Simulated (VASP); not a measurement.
# SiC (Moissanite) under changes of volume

One of the cells (10.548 Å³/atom); the others are scaled copies at fixed shape and fractional positions:

```xyz
4
Lattice="3.0964 0.0000 0.0000 -1.5482 2.6815 0.0000 0.0000 0.0000 5.0814" Properties=species:S:1:pos:R:3 pbc="T T T"
Si    1.5482    0.8938    2.5407
Si    0.0000    1.7877    0.0000
C     1.5482    0.8938    4.4971
C     0.0000    1.7877    1.9564
```

* Program: VASP 6.6.1
* Functional: PBE
* Potentials or basis: VASP PAW PBE potentials, release 64 (Si, C)
* Cutoff: 520 eV
* k mesh: 10 × 10 × 5
* Occupations: fermi-dirac, width 0.05 eV
* Spin: no spin polarisation

| volume (Å³/atom) | energy over the lowest point (meV/atom) | pressure (GPa) | gap on the mesh (eV) | largest force (eV/Å) |
| --- | --- | --- | --- | --- |
| 9.721 | 45.32 | 19.4 | 2.37 | 0.855 |
| 9.927 | ? | ? | ? | ? |
| 10.134 | 9.71 | 8.4 | 2.45 | 0.785 |
| 10.548 | 0.00 | -0.7 | 2.51 | 0.723 |
| 10.755 | 3.40 | -4.6 | 2.52 | 0.694 |
| 10.961 | 11.63 | -8.2 | 2.48 | 0.666 |

Task: What does the run at 9.927 Å³/atom give?

Result: Energy over the lowest point 23.95 meV/atom; pressure 13.7 GPa; gap on the mesh 2.41 eV; largest force 0.819 eV/Å.

Worked out: A Birch-Murnaghan fit of order 3 (a polynomial in V^(-2/3)) to the other rows has its minimum at 10.52 Å³/atom with B0 = V·E''(V) = 213 GPa and B' = 3.9 at fixed shape and positions, which overstates the stiffness. It gives 24.00 meV/atom at 9.927 Å³/atom, against the run's 23.95, and -dE/dV = 13.7 GPa, against 13.7. A parabola through the other rows of the gap, of slope 2.39 eV per unit of ln V there, gives 2.42 eV, against the run's 2.41.

Energies are extrapolated to zero smearing.

Caveats: an odd mesh through Γ misses points on the zone boundary, where band edges often lie.
